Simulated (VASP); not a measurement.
Set up this calculation in VASP 6.6.1, as the native input.

```
Task                   : relaxation of cell and atoms
Functional             : PBE
Dispersion             : MBD-FI
Potentials or basis    : VASP PAW PBE potentials, release 64 (Te)
Cutoff                 : 600 eV
k mesh                 : 9 × 9 × 9
Occupations            : fermi-dirac, width 0.05 eV
Spin                   : no spin polarisation
Further INCAR settings : ALGO = Normal; EDIFF = 1e-06; IBRION = 2; EDIFFG = -0.01; NSW = 40; ISIF = 3
```

The structure of Te lies in POSCAR:

```
Te
1.0
    2.3059043427      1.3313144930      1.6909537039
   -2.3059043427      1.3313144930      1.6909537039
    0.0000000000     -2.6626289860      1.6909537039
Te
1
Direct
    0.5000000000      0.5000000000      0.5000000000
```

This isn't the form of Te at room conditions, which is trigonal, of chains.

These files were run (other wordings do the same):

INCAR

```
ALGO = Normal ; EDIFF = 1E-6
EDIFFG = -0.01 ; ENCUT = 600
GGA = PE ; IBRION = 2
ISIF = 3 ; ISMEAR = -1
IVDW = 263 ; LASPH = True
LCHARG = False ; LREAL = False
LWAVE = False ; NELM = 80
NSW = 40 ; PREC = Accurate
SIGMA = 0.05
```

KPOINTS

```
k-points
0
Gamma
  9 9 9
```

Potentials or basis: VASP PAW PBE potentials, release 64 (Te).

Launch:

```sh
$ cat potpaw_PBE.64/Te/POTCAR > POTCAR
$ mpirun -np 1 vasp_std > vasp.out
```

It gave:

```
Relaxed volume                         : 31.98 Å³/atom
Relaxed cell                           : a = 3.176 Å, b = 3.176 Å, c = 3.176 Å, α = 92.06°, β = 92.06°, γ = 92.06°
Space group after relaxing (to 0.05 Å) : R-3m (No. 166)
Energy gained by relaxing              : 3.6 meV/atom
Ionic steps                            : 11
Pressure after relaxing                : 0.0 GPa
Band gap on the k mesh                 : none (metal or under the smearing width)
Dispersion energy per atom             : -0.291 eV
```

It took 3.8 min on 1 thread of Intel(R) Xeon(R) Platinum 8375C CPU @ 2.90GHz (Ice Lake), with other jobs on the host, peak memory 0.18 GiB.
